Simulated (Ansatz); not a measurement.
All numbers below come from DFT PBE, scalar-relativistic, plane waves, PAW (Ansatz 0.2.0). All cells share a 420 eV cutoff and Γ-centred k meshes spaced at most about 0.3 Å⁻¹ (about 0.25 or finer for metals, 2π included). No spin polarisation in the final relaxations.

These are static total energies at zero pressure.

Two relaxed structures of Cs:

A.

```
CELL_PARAMETERS angstrom
7.43420 0.00000 0.00000
0.00000 7.43420 0.00000
0.00000 0.00000 7.43420
ATOMIC_POSITIONS crystal
Cs 0.50000 0.00000 0.00000
Cs 0.00000 0.50000 0.00000
Cs 0.00000 0.00000 0.50000
```

B.

```
CELL_PARAMETERS angstrom
5.22726 0.00000 0.00000
0.00000 5.22726 0.00000
0.00000 0.00000 13.35995
ATOMIC_POSITIONS crystal
Cs 0.00000 0.00000 0.31128
Cs 0.00000 0.00000 0.68872
Cs 0.50000 0.50000 0.00000
```

Question: Which form is favoured at zero pressure, and by what margin per atom?

Answer: B is lower, by 71 meV/atom. A has space group Pm-3m (No. 221), 137.0 Å³/atom and no gap on its mesh; B has space group P4/mmm (No. 123), 121.7 Å³/atom and no gap. Counting all near atoms (those within 1.25 times the shortest distance at each site; a slash parts the counts of unlike sites), A has Cs 8 and B has Cs 9/12. The denser one is the lower, and pressure would at first widen the difference. In A, around Cs lie 8 Cs at 5.26 Å. In B, Cs on a site of symmetry 4mm is surrounded by 5 Cs at 5.04–5.23 Å and 4 Cs at 5.56 Å; Cs on a site of symmetry 4/mmm has 4 Cs at 5.23 Å and 8 Cs at 5.56 Å. Both come from invented guesses. The part of the Crystallography Open Database at hand lists Cs in space groups No. 64, 225, 229; no cell shown has one of them.

Cells relaxed within their symmetry can be saddle points.
